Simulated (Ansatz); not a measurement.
**Is this KBr structure a true minimum?**

The structure comes from a generated guess, relaxed at this level; another structure or a mixture of phases may lie lower.

All numbers below come from Ansatz, DFT PBE, scalar-relativistic, plane waves, PAW. Plane waves to 420 eV, a k mesh through Γ of 6×6×4 on the computed 4-atom cell and Gaussian smearing (0.02 eV); no spin polarisation.

The cell below (4 atoms, space group P3m1 (No. 156)) is relaxed within its symmetry.

```xyz
4
Lattice="4.9736 0.0000 0.0000 -2.4868 4.3073 0.0000 0.0000 0.0000 8.3119" Properties=species:S:1:pos:R:3 pbc="T T T"
K     2.4868    1.4358    2.0317
K     0.0000    2.8715    6.6241
Br    0.0000    0.0000    8.1401
Br    0.0000    2.8715    3.5107
```

For the test a repeat of it with 8 atoms (edges 4.97, 8.31, 8.61 Å) was strained at random (σ = 1.5 % a component), the atoms were moved at random (σ = 0.05 Å), and all was relaxed again on a coarse 4×2×2 mesh (in the run’s order of axes) with 0.10 eV smearing, with no symmetry imposed.

Question: Does it come back?

Answer: It doesn't return. The energy falls by 78 meV/atom on that mesh, the volume changes by -15.4 %, and the end has space group Fm-3m (No. 225) at a loose tolerance. Relaxed again on a 6×6×6 mesh with 0.02 eV smearing, the new structure lies 78 meV/atom below the first (mesh in the axes of the run's cell; the cell below is made exact in the group named). Space group Fm-3m (No. 225), cubic, a = 6.705 Å. Around K lie 6 Br at 3.35 Å; Br has 6 K at 3.35 Å.

```
K Br
1.0
     0.00000    3.35255    3.35255
     3.35255    0.00000    3.35255
     3.35255    3.35255    0.00000
K Br
1 1
Direct
  0.50000 0.50000 0.50000
  0.00000 0.00000 0.00000
```
